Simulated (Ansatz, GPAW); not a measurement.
## Fitting the PBEsol energy curve of CoSi2

Symmetry: Fm-3m, No. 225, cubic system. Conventional cell: a = 5.356 Å, b = 5.356 Å, c = 5.356 Å, α = 90.00°, β = 90.00°, γ = 90.00°. Around Co (site symmetry m-3m) lie 8 Si at 2.32 Å. Around Si (site symmetry -43m) lie 4 Co at 2.32 Å.

The cell was scaled at fixed shape and fractions and run with Ansatz, Ansatz PAW, cutoff 420 eV; PBEsol, k mesh 9 × 9 × 9 on the cell of 3 atoms, fermi-dirac occupations of 0.05 eV, collinear spin, ferromagnetic start, no spin-orbit coupling. The potentials were made for PBE. Energies are those that the program minimises, any entropy of the smearing included. For a metal such a mesh isn't converged to the digits shown. The magnetic state is the one that the start led to, which needn't be the lowest.

| V (Å³/atom) | energy over the lowest row (meV/atom) |
| --- | --- |
| 12.0356 | 10.94 |
| 12.2917 | 1.98 |
| 12.5478 | 0.00 |
| 12.8038 | 4.22 |
| 13.0599 | 14.00 |
| 13.3160 | ? |
| 13.5721 | 47.89 |

Task: Fit the third-order Birch-Murnaghan form, give V0, B0 and B′, and predict the energy left open.

Result: With y = (V0/V)^(2/3), E = E0 + (9 V0 B0/16) [(y - 1)³ B′ + (y - 1)² (6 - 4y)]. Least squares through the rows shown give V0 = 12.4973 Å³/atom, E0 = -0.13 meV, B0 = 193.9 GPa (1 eV/Å³ = 160.218 GPa) and B′ = 4.55, with a largest miss of 0.01 meV. At V = 13.3160 the form with these constants gives 28.73 meV; the run gave 28.73 meV an atom. Other set-ups at this level, from all their volumes (Å³/atom, GPa): GPAW, PAW data sets generated for this functional: V0 12.599, B0 193.5.
